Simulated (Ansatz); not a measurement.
LiBr: vibrational free energy, entropy and heat capacity

Computed with DFT PBE, scalar-relativistic, plane waves, PAW in Ansatz. Cutoff 420 eV, 8×8×8 k-points (Γ-centred), fixed occupations. No spin polarisation. Phonons by linear response, acoustic sum rule imposed.

Relaxed structure:
```cif
data_structure
_symmetry_space_group_name_H-M 'P 1'
_symmetry_Int_Tables_number 1
_cell_length_a 3.8969
_cell_length_b 3.8969
_cell_length_c 3.8969
_cell_angle_alpha 60.000
_cell_angle_beta 60.000
_cell_angle_gamma 60.000
_cell_volume 41.84
loop_
_atom_site_label
_atom_site_type_symbol
_atom_site_fract_x
_atom_site_fract_y
_atom_site_fract_z
_atom_site_occupancy
Li1 Li 0.50000 0.50000 0.50000 1
Br1 Br 0.00000 0.00000 0.00000 1
```

It comes from a database structure that was distorted and then relaxed.

Force constants from linear response on a 4×4×4 q mesh, interpolated to a fine mesh.

Phonon density of states, in bins of 5 cm⁻¹:
```
bin centre (cm⁻¹)  share of modes (%)
              2.5                 0.0
              7.5                 0.0
             12.5                 0.0
             17.5                 0.1
             22.5                 0.1
             27.5                 0.2
             32.5                 0.3
             37.5                 0.5
             42.5                 0.7
             47.5                 1.1
             52.5                 1.5
             57.5                 2.3
             62.5                 3.8
             67.5                 4.3
             72.5                 4.8
             77.5                 5.2
             82.5                 3.5
             87.5                 2.7
             92.5                 2.6
             97.5                 2.4
            102.5                 1.8
            107.5                 6.1
            112.5                 4.2
            117.5                 1.4
            122.5                 0.2
            127.5                 0.0
            132.5                 0.0
            137.5                 0.0
            142.5                 0.5
            147.5                 2.3
            152.5                 4.4
            157.5                 6.4
            162.5                 8.4
            167.5                10.8
            172.5                 0.7
            177.5                 0.2
            182.5                 0.2
            187.5                 0.2
            192.5                 0.2
            197.5                 0.3
            202.5                 0.3
            207.5                 0.4
            212.5                 0.5
            217.5                 0.5
            222.5                 0.5
            227.5                 0.5
            232.5                 0.5
            237.5                 0.5
            242.5                 0.5
            247.5                 0.5
            252.5                 0.5
            257.5                 0.5
            262.5                 0.5
            267.5                 0.6
            272.5                 0.6
            277.5                 0.6
            282.5                 0.6
            287.5                 0.6
            292.5                 0.6
            297.5                 0.6
            302.5                 0.7
            307.5                 0.7
            312.5                 0.8
            317.5                 0.9
            322.5                 0.8
            327.5                 0.5
            332.5                 0.4
            337.5                 0.2
            342.5                 0.1
            347.5                 0.0
```

(1) Give the zero-point energy per atom.

(2) How large are the vibrational entropy and heat capacity at 300 K?

(3) Tabulate them against temperature.

Answers

(1) 25.9 meV.

(2) S = 4.67 k_B and C_V = 2.87 k_B per atom, 96 % of the Dulong–Petit value.

(3)
```tsv
T (K)	F_vib (meV/atom)	S (k_B/atom)	C_V (k_B/atom)
100	19.7	1.81	2.15
200	-3.9	3.53	2.72
300	-39.5	4.67	2.87
400	-83.5	5.50	2.92
500	-133.8	6.15	2.95
600	-189.2	6.69	2.97
700	-248.9	7.15	2.97
800	-312.3	7.55	2.98
900	-378.9	7.90	2.98
1000	-448.3	8.22	2.99
```
